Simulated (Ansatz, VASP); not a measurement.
Two plane-wave programs on CdS (Hawleyite)

```
Cd S
1.0
     0.00000    2.91228    2.91228
     2.91228    0.00000    2.91228
     2.91228    2.91228    0.00000
Cd S
1 1
Cartesian
  0.0000 0.0000 0.0000
  1.4561 1.4561 1.4561
```

Alike in both runs: functional PBEsol; k mesh 8 × 8 × 8; no spin polarisation.

Ansatz relaxed the structure, and its values are those at the end. VASP's run is a single point on that final structure, the one shown.

```csv
,VASP,Ansatz
version,VASP 6.6.1,Ansatz 0.2.0
potentials or method,"VASP PAW PBE potentials, release 64 (Cd, S)","scalar-relativistic, plane waves, PAW"
plane-wave cutoff (eV),520,420
occupations,"gaussian, width 0.01 eV",fixed
valence electrons in the cell,18,26
```

|  | VASP | Ansatz | Ansatz less VASP |
| --- | --- | --- | --- |
| gap on the k mesh at the Fermi level (eV) | 1.02 | 1.01 | -0.005 |
| least direct gap on the mesh (eV) | 1.02 | 1.01 | -0.005 |
| pressure (GPa) | 0.4 | 0.0 | -0.39 |

The two sets of potentials don't hold the same shells in valence.

Caveats: the PAW data sets were made with another functional, which shifts forces and pressure a little (VASP).
